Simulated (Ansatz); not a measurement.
Runs of Ansatz 0.2.0 on In. Symmetry: P6_3/mmc, No. 194, hexagonal system. The conventional cell has a = 3.335 Å, b = 3.335 Å, c = 5.509 Å, α = 90.00°, β = 90.00°, γ = 120.00°. In (site symmetry -6m2) is surrounded by 12 In at 3.34 to 3.36 Å. This isn't the form of In at room conditions, which is tetragonal.

| task | potentials or basis | cell | cutoff (eV) | target pressure (GPa) | gap on the mesh (eV) | pressure (GPa) | V0 of scaled cells (Å³/atom) | B0 (GPa) |
| --- | --- | --- | --- | --- | --- | --- | --- | --- |
| relaxation of cell and atoms | Ansatz PAW | relaxed to 10 GPa | 420 | 10 | none | 10.0 | - | - |
| relaxation of cell and atoms | Ansatz PAW | relaxed to 20 GPa | 420 | 20 | none | 20.0 | - | - |
| relaxation of cell and atoms | Ansatz PAW | relaxed to 30 GPa | 420 | 30 | none | 30.0 | - | - |
| equation of state | PseudoDojo standard | as given | 952 | - | - | - | (a) | 44 |
| relaxation of cell and atoms | Ansatz PAW | relaxed to 2 GPa | 420 | 2 | none | 2.0 | - | - |
| equation of state | Ansatz PAW earlier set | as given | 710 | - | - | - | 25.63 | 44 |
| equation of state | Ansatz PAW | as given | 420 | - | - | - | 25.63 | 44 |
| relaxation of cell and atoms | Ansatz PAW | relaxed to 5 GPa | 420 | 5 | none | 5.0 | - | - |
| relaxation of cell and atoms | Ansatz PAW | relaxed | 420 | 0 | none | 0.0 | - | - |
| equation of state | PseudoDojo stringent | as given | 1116 | - | - | - | 25.67 | 44 |

Alike in all rows: level PBEsol; no spin polarisation; k mesh 9 × 9 × 5; smearing fermi-dirac 0.05 eV.

Problem. Fill in the values left out.

Solution. (a) 25.65.

Caveats: the plane-wave basis is chosen anew once the cell has moved, so the energies of steps on either side of that aren't comparable (some runs); the PAW data sets come from PBE, with cores solved anew for the run's functional, which leaves a small shift of forces and pressure (some runs); the cell was scaled at fixed shape and fractional positions, which overstates the stiffness of a crystal with free parameters, most of all of layers and chains (some runs); the volume moved by over 15 % at a fixed basis, so the end points are rough (some runs).

A k mesh can miss the band edges, and the runs leave out spin-orbit coupling on In.

A gap of «none» marks a metal or a gap under the smearing width.
